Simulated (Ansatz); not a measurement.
## SiC (F-43m), clamped-ion strain scan

Theory: DFT LDA, scalar-relativistic, plane waves, PAW (Ansatz). The runs took a 420 eV cutoff, a Γ-centred 12×12×12 mesh and Gaussian smearing (0.05 eV). No spin polarisation. Energies are free energies at this smearing, counted from the undisturbed cell; pressure is positive in compression.

The starting cell (as given, not relaxed at this level; it stands at -2.9 GPa):

```
CELL_PARAMETERS angstrom
0.00000 2.17400 2.17400
2.17400 0.00000 2.17400
2.17400 2.17400 0.00000
ATOMIC_POSITIONS crystal
Si 0.00000 0.00000 0.00000
C 0.75000 0.75000 0.75000
```

The cell is strained by ε times the Voigt pattern (0, 0, 0, 0, 1, 0) (xx, yy, zz, yz, xz, xy; engineering shear) with fractional coordinates fixed.

| ε | ΔE (meV/atom) | stress summed along the pattern (GPa, tension positive) | pressure (GPa) | gap on the mesh (eV) |
| --- | --- | --- | --- | --- |
| -0.0600 | ? | ? | -1.9 | 0.99 |
| -0.0300 | 7.8 | -8.18 | -2.7 | 1.19 |
| 0.0000 | 0.0 | 0.00 | -2.9 | 1.31 |
| 0.0075 | 0.5 | 2.04 | -2.9 | 1.29 |
| 0.0150 | 1.9 | 4.09 | ? | ? |
| 0.0225 | 4.4 | 6.13 | -2.8 | 1.23 |
| 0.0375 | 12.2 | 10.23 | -2.5 | 1.14 |
| 0.0450 | 17.6 | 12.29 | -2.4 | 1.10 |
| 0.0525 | 24.0 | 14.35 | -2.2 | 1.05 |

By symmetry 0.0600 repeats -0.0600, -0.0450 repeats 0.0450, 0.0300 repeats -0.0300, -0.0150 repeats 0.0150 in energy; the slope of the energy along the path changes sign there.

Q: Give the withheld values.

A: ΔE (meV/atom) at ε = -0.0600: 31.4; stress summed along the pattern (GPa, tension positive) at ε = -0.0600: -16.42; pressure (GPa) at ε = 0.0150: -2.9; gap on the mesh (eV) at ε = 0.0150: 1.26.